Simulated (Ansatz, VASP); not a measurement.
**One calculation of CsPbCl3, two programs**

The input INCAR:

```
  PREC = Accurate
  ENCUT = 600
  EDIFF = 1E-6
  ISMEAR = 0
  SIGMA = 0.01
  LREAL = False
  LASPH = True
  NELM = 100
  ALGO = Fast
  ISIF = 3
  LWAVE = False
  LCHARG = False
  GGA = CA
  IBRION = 2
  NSW = 80
  EDIFFG = -0.005
```

KPOINTS

```
regular mesh
0
Gamma
  6 6 6
```

Contents of POSCAR:

```
CsPbCl3
1.0
    5.6050000000      0.0000000000      0.0000000000
    0.0000000000      5.6050000000      0.0000000000
    0.0000000000      0.0000000000      5.6050000000
Cs Pb Cl
1 1 3
Direct
    0.5000000000      0.5000000000      0.5000000000
    0.0000000000      0.0000000000      0.0000000000
    0.5000000000      0.0000000000      0.0000000000
    0.0000000000      0.5000000000      0.0000000000
    0.0000000000      0.0000000000      0.5000000000
```

Input for Ansatz:

```yaml
crystal:
  lattice:
    - [5.605, 0.0, 0.0]
    - [0.0, 5.605, 0.0]
    - [0.0, 0.0, 5.605]
  atoms:
    - { symbol: Cs, position: [0.5, 0.5, 0.5] }
    - { symbol: Pb, position: [0.0, 0.0, 0.0] }
    - { symbol: Cl, position: [0.5, 0.0, 0.0] }
    - { symbol: Cl, position: [0.0, 0.5, 0.0] }
    - { symbol: Cl, position: [0.0, 0.0, 0.5] }
scf:
  occupations: { method: fixed }
output:
  forces: true
  stress: true
  eigenvalues: true
  write_density: true
  write_potential: true
  elf: true
  volumetric_format: npy
hamiltonian:
  xc: lda
relax:
  f_tol: 0.005
  max_steps: 60
  cell: { stress_tol: 0.03 }
kpoints:
  mp_grid: { grid: [6, 6, 6] }
```

Alike in both runs: task relaxation of cell and atoms; functional LDA; k mesh 6 × 6 × 6; no spin polarisation.

|  | VASP | Ansatz |
| --- | --- | --- |
| version | VASP 6.6.1 | Ansatz 0.2.0 |
| potentials or method | VASP PAW LDA potentials, release 64 (Cs_sv, Pb_d, Cl) | scalar-relativistic, plane waves, PAW |
| plane-wave cutoff (eV) | 600 | 420 |
| occupations | gaussian, width 0.01 eV | fixed |
| valence electrons in the cell | 44 | 44 |

|  | VASP | Ansatz | Ansatz less VASP |
| --- | --- | --- | --- |
| gap on the k mesh at the Fermi level, each at its own relaxed structure (eV) | 1.51 | 1.53 | +0.018 |
| relaxed volume (Å³/atom) | 33.73 | 33.66 | -0.073 |
| relaxed cell length with the largest relative difference (Å) | 5.525 | 5.521 | -0.0040 |
| energy change over the relaxation (meV/atom) | -6 | -6 | -0.5 |

Caveats: spin-orbit coupling is left out, which as a rule narrows the gap of such compounds by several tenths of an eV. A k mesh can miss the band edges. Expect the measured gap to be larger: semilocal functionals such as LDA lack the derivative discontinuity.
